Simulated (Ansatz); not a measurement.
**Structural energy differences of sodium**

Computed with DFT, revPBE, plane waves (420 eV) with PAW, scalar-relativistic (Ansatz 0.2.0). (PAW data from PBE, frozen cores regenerated.)

Each structure is relaxed within its own symmetry, so a high-lying one may be dynamically unstable.

```json
{"structure": "hcp", "ΔE (meV/atom)": "-1", "V (Å³/atom)": "39.44", "cell": "a = 3.821 Å, c = 6.240 Å (c/a = 1.633)", "magnetic state": "spin not included"}
{"structure": "fcc", "ΔE (meV/atom)": "0", "V (Å³/atom)": "39.40", "cell": "a = 5.402 Å", "magnetic state": "spin not included"}
{"structure": "bcc", "ΔE (meV/atom)": "0", "V (Å³/atom)": "39.29", "cell": "a = 4.283 Å", "magnetic state": "spin not included"}
{"structure": "dhcp", "ΔE (meV/atom)": "1", "V (Å³/atom)": "39.40", "cell": "a = 3.825 Å, c = 12.437 Å (c/a = 3.251)", "magnetic state": "spin not included"}
{"structure": "omega (AlB2-type)", "ΔE (meV/atom)": "10", "V (Å³/atom)": "39.63", "cell": "a = 6.140 Å, c = 3.641 Å (c/a = 0.593)", "magnetic state": "spin not included"}
{"structure": "A15", "ΔE (meV/atom)": "13", "V (Å³/atom)": "39.59", "cell": "a = 6.816 Å", "magnetic state": "spin not included"}
{"structure": "simple cubic", "ΔE (meV/atom)": "117", "V (Å³/atom)": "42.35", "cell": "a = 3.486 Å", "magnetic state": "spin not included"}
{"structure": "diamond", "ΔE (meV/atom)": "331", "V (Å³/atom)": "58.22", "cell": "a = 7.751 Å", "magnetic state": "spin not included"}
```

ΔE counts from bcc.

Differences under about 8 meV lie within the error of the k-point mesh.
